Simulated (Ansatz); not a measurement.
Input of an Ansatz 0.2.0 run:

input.yaml

```yaml
crystal:
  lattice:
    - [2.4341575853, 0.0, 0.0]
    - [-1.2170787927, 2.1080423057, 0.0]
    - [0.0, 0.0, 3.84193447]
  atoms:
    - { symbol: Fe, position: [0.6666666667, 0.3333333333, 0.75] }
    - { symbol: Fe, position: [0.3333333333, 0.6666666667, 0.25] }
hamiltonian:
  xc: pbesol
  pseudopotentials: { kind: paw }
kpoints:
  mp_grid: { grid: [12, 12, 7] }
scf:
  occupations: { method: fermi_dirac, width: 0.05 }
output:
  forces: true
  stress: true
  eigenvalues: true
```

Potentials or basis: Ansatz PAW.

Run with:

```bash
$ ansatz run input.yaml --threads 2 --pin off --max-ram 5632MiB --backend cpu --events-out ev --progress --plain --runs-dir out
```

Problem. What does it give for the band gap on the k mesh?

Solution. None (metal or under the smearing width).

Problem. What does it give for the pressure?

Solution. -1.4 GPa.

Stress tensor (GPa, compression positive):
```
-2.02  0.00  0.00
 0.00 -2.02  0.00
 0.00  0.00 -0.29
```

Caveat: the run has no spin polarisation, though such a crystal can be magnetic; the PAW data sets come from PBE, with cores solved anew for the run's functional, which leaves a small shift of forces and pressure. Spin polarisation is off, so any magnetic state and its effect on volume and gap are missing.
